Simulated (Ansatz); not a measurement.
The elements of this relaxed trial crystal are hidden behind letters.

```
lattice vectors (Å)
   0.0000    3.7304    3.7304
   3.7304    0.0000    3.7304
   3.7304    3.7304    0.0000
fractional positions
X 0.2500 0.2500 0.2500
X 0.0000 0.0000 0.0000
Z 0.1250 0.6250 0.1250
Z 0.1250 0.1250 0.6250
Z 0.1250 0.1250 0.1250
Z 0.6250 0.1250 0.1250
```

Computed with DFT PBE, scalar-relativistic, plane waves, PAW in Ansatz 0.2.0. Cutoff 420 eV, Γ-centred 6×6×6 mesh (6-atom cell), Gaussian smearing of 0.02 eV, no spin polarisation.

| Property | Result |
| --- | --- |
| Space group | Fd-3m (No. 227) |
| Conventional cell | a = 7.461 Å |
| Volume per atom | 17.30 Å³ |
| Density | 1.92 g/cm³ |
| Formation energy | −2.770 eV/atom |
| Gap on the 6×6×6 mesh of the 6-atom cell | 5.37 eV |

Energies are uncorrected and count from the elements' standard states at the same level.

Problem. X is a p-block element of period 3 and Z is a p-block element of period 2. Which elements are they?

Solution. X = Si, Z = O, so the formula is SiO2, here in the beta-cristobalite type. Density times volume gives a mean mass of 1.92 × 17.30/1.6605 = 20.0 u per atom, and this set has 20.0 u. Si is surrounded by 4 O at 1.62 Å; O is surrounded by 2 Si at 1.62 Å. Other sets within the hints have nearly the same mass, so mass alone doesn't settle it; this one was computed.

Kohn–Sham gaps at this level usually fall short of measured ones. Symmetry constrained the relaxation, so the result can be a saddle point. Another cell of SiO2 relaxed alike, in Cc, lies 15 meV/atom lower, so this cell isn't the stable form at this level.
